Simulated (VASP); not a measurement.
Write the native input for VASP 6.6.1 that does the following.

| Item | Value |
| --- | --- |
| Task | relaxation of cell and atoms |
| Functional | LDA |
| Potentials or basis | VASP PAW LDA potentials, release 64 (K_sv, Ta_pv, O) |
| Cutoff | 600 eV |
| k mesh | 8 × 8 × 8 |
| Occupations | gaussian, width 0.03 eV |
| Spin | no spin polarisation |
| Further INCAR settings | ALGO = Normal; EDIFF = 1e-07; IBRION = 2; EDIFFG = -0.005; NSW = 90; ISIF = 3 |

The structure of KTaO3 lies in POSCAR:

```
KTaO3                                   
1.0
    3.9589256252     -0.0000000000     -0.0000000000
   -0.0000000000      3.9589256252     -0.0000000000
    0.0000000000     -0.0000000000      3.9589256252
  K               Ta              O             
     1     1     3
Direct
     0.5000000000000000    0.5000000000000000    0.5000000000000000
     0.0000000000000000    0.0000000000000000    0.0000000000000000
     0.5000000000000000    0.0000000000000000    0.0000000000000000
     0.0000000000000000    0.5000000000000000    0.0000000000000000
     0.0000000000000000    0.0000000000000000    0.5000000000000000
```

One way to write it, as run:

INCAR

```
ALGO = Normal
EDIFF = 1E-7
EDIFFG = -0.005
ENCUT = 600
IBRION = 2
ISIF = 3
ISMEAR = 0
KPAR = 2
LASPH = True
LCHARG = False
LREAL = False
LWAVE = False
NELM = 80
NSW = 90
PREC = Accurate
SIGMA = 0.03
```

KPOINTS

```
k-points
0
Gamma
  8 8 8
```

Potentials or basis: VASP PAW LDA potentials, release 64 (K_sv, Ta_pv, O).

Launch:

```console
$ cat potpaw_LDA.64/K_sv/POTCAR potpaw_LDA.64/Ta_pv/POTCAR potpaw_LDA.64/O/POTCAR > POTCAR
$ mpirun -np 2 vasp_std > vasp.out
```

It gave:

```json
{
 "Pressure after relaxing": "0.0 GPa",
 "Band gap on the k mesh": "2.07 eV, indirect (least direct gap 2.68 eV)"
}
```

Caveat: the relaxation stopped at its first step, so nothing moved; spin-orbit coupling is left out, which moves the levels of the heavy elements.

It took 9.9 s on 2 MPI ranks on Intel(R) Xeon(R) 6975P-C (Granite Rapids), on a shared host, peak memory 0.19 GiB a rank.
